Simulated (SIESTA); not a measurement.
BaTe:

```
Ba Te
1.0
     0.00000    3.41000    3.41000
     3.41000    0.00000    3.41000
     3.41000    3.41000    0.00000
Ba Te
1 1
Direct
  0.00000 0.00000 0.00000
  0.50000 0.50000 0.50000
```

Base run:

```yaml
Program: SIESTA 5.4.2
Functional: LDA
Potentials_or_basis: PseudoDojo 0.4 standard (LDA files)
Basis: DZP (energy shift 0.003 Ry; two zetas on semicore shells; d shell added on Ba)
Grid_cutoff: 500 Ry
Energy_shift: 0.003 Ry
k_mesh: 7 × 7 × 7
Occupations: fermi-dirac, width 0.05 eV
Spin: no spin polarisation
```

Its results: band gap on the k mesh 1.28 eV, indirect (least direct gap 1.68 eV); pressure 1.6 GPa.

Question: The run is repeated on the same cell with these changes: functional from LDA to PBEsol; potentials or basis from PseudoDojo 0.4 standard (LDA files) to PseudoDojo 0.4 standard (PBEsol files). What comes out?

Answer: Band gap on the k mesh 1.29 eV, indirect (least direct gap 1.69 eV); pressure 2.7 GPa.

Caveats: this set's barium file shifts pressures by up to 1 GPa against other sets; spin-orbit coupling is left out, which moves the levels of the heavy elements; the basis of atomic orbitals isn't converged, which shifts pressures, moduli and gaps.

A k mesh can miss the band edges.
